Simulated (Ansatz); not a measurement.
Sc: distorted cells

These are results of Ansatz, DFT PBE, scalar-relativistic, plane waves, PAW, not measurements.

Plane waves to 420 eV, a k mesh through Γ of 8×8×10 on the computed 4-atom cell and Gaussian smearing (0.10 eV); no spin polarisation.

Reference cell:

```yaml
crystal:
  lattice:
    - [5.42268, 0.00000, 0.00000]
    - [0.00000, 5.42268, 0.00000]
    - [0.00000, 0.00000, 3.43521]
  atoms:
    - { symbol: Sc, position: [0.50000, 0.50000, 0.00000] }
    - { symbol: Sc, position: [0.00000, 0.00000, 0.00000] }
    - { symbol: Sc, position: [0.50000, 0.00000, 0.53266] }
    - { symbol: Sc, position: [0.00000, 0.50000, 0.46734] }
```

Each variant moves atoms of this cell by the vectors given, if any (Å), and then applies a symmetric strain (tensor components, Cartesian axes). The reference cell isn't relaxed at this level. Energies are per atom at zero smearing, counted from the lowest variant. Pressure is positive in compression.

1. strain (xx yy zz yz xz xy, %) 4.67 4.67 3.17 -0.92 0.92 -0.74; moves: Sc1 (-0.019, -0.019, 0.000); Sc2 (0.019, 0.019, 0.000); Sc3 (-0.149, 0.149, -0.002); Sc4 (0.149, -0.149, 0.002)
2. strain (xx yy zz yz xz xy, %) 1.73 -0.07 9.83 0.00 0.00 2.84; moves: Sc1 (0.013, 0.011, -0.018); Sc2 (0.013, 0.011, 0.018); Sc3 (-0.013, -0.011, -0.030); Sc4 (-0.013, -0.011, 0.030)
3. strain (xx yy zz yz xz xy, %) -1.52 -1.52 7.48 0.00 0.00 0.00; moves: Sc3 (0.000, 0.000, 0.085); Sc4 (0.000, 0.000, -0.085)

Problem. Order the variants by energy, lowest first.

Solution. 3 (0.0 meV/atom), 2 (24.1 meV/atom), 1 (63.3 meV/atom).

Problem. Order them by pressure, highest first.

Solution. 3 (-2.90 GPa), 1 (-5.20 GPa), 2 (-5.39 GPa).

This form isn't the element's structure at ambient conditions.